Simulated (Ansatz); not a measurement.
# NaH: the cell at several levels of theory

One table from this session's results is given with a row withheld; the runs are named, their logs left out.

Program: Ansatz 0.2.0. PAW datasets, plane waves, zero pressure. The values are computed, spin-unpolarised, and not measurements.

### The system as given

The symmetry is Fm-3m (No. 225, cubic); a = 4.880 Å in the conventional setting, 14.53 Å³ an atom. Na has 6 H at 2.44 Å; H has 6 Na at 2.44 Å.

As a file:

```
Na H
1.0
     0.00000    2.44000    2.44000
     2.44000    0.00000    2.44000
     2.44000    2.44000    0.00000
Na H
1 1
Direct
  0.00000 0.00000 0.00000
  0.50000 0.50000 0.50000
```

Set-up of the first run:

Input file input.yaml:

```yaml
crystal:
  lattice:
    - [0.0, 2.44, 2.44]
    - [2.44, 0.0, 2.44]
    - [2.44, 2.44, 0.0]
  atoms:
    - { symbol: Na, position: [0.0, 0.0, 0.0] }
    - { symbol: H, position: [0.5, 0.5, 0.5] }
kpoints:
  mp_grid: { grid: [8, 8, 8] }
hamiltonian:
  xc: pbe
scf:
  occupations: { method: fermi_dirac, width: 0.02 }
relax:
  f_tol: 0.005
  cell: {}
output:
  write_density: true
  write_potential: true
  elf: true
  volumetric_format: npy
```

On the command line:

```sh
$ ansatz run input.yaml --threads 1 --pin off --max-ram 2304MiB --backend cpu --events-out ev --progress --plain --runs-dir out
```

Steps of the session up to this table: Relaxation with PBE; Relaxation with r2SCAN; Relaxing with PBEsol; LDA: cell and atoms; HSE06: cell and atoms.

One of the session's tables, all rows but one given; the rest of the session is left out.

It belongs to the step «The cells side by side». 

| level | a (Å) | volume (Å³/atom) |
| --- | --- | --- |
| PBE | 4.832 | 14.103 |
| r2SCAN | 4.795 | 13.781 |
| PBEsol | 4.792 | 13.754 |
| LDA | 4.689 | 12.883 |
| HSE06 | ? | ? |

Estimate the missing values for HSE06.

The run gave: a (Å): 4.804; volume (Å³/atom): 13.860. In the column «a (Å)» it lies between r2SCAN (4.795) and PBE (4.832).

In words: The first relaxation changed the volume by -2.9 % from the start. The volume runs from LDA (least) to PBE (most), a spread of 9.5 %, or 3.1 % in length if all axes shared it alike. The meshes differ: PBE 8×8×8, r2SCAN 8×8×8, PBEsol 8×8×8, LDA 8×8×8, HSE06 6×6×6.
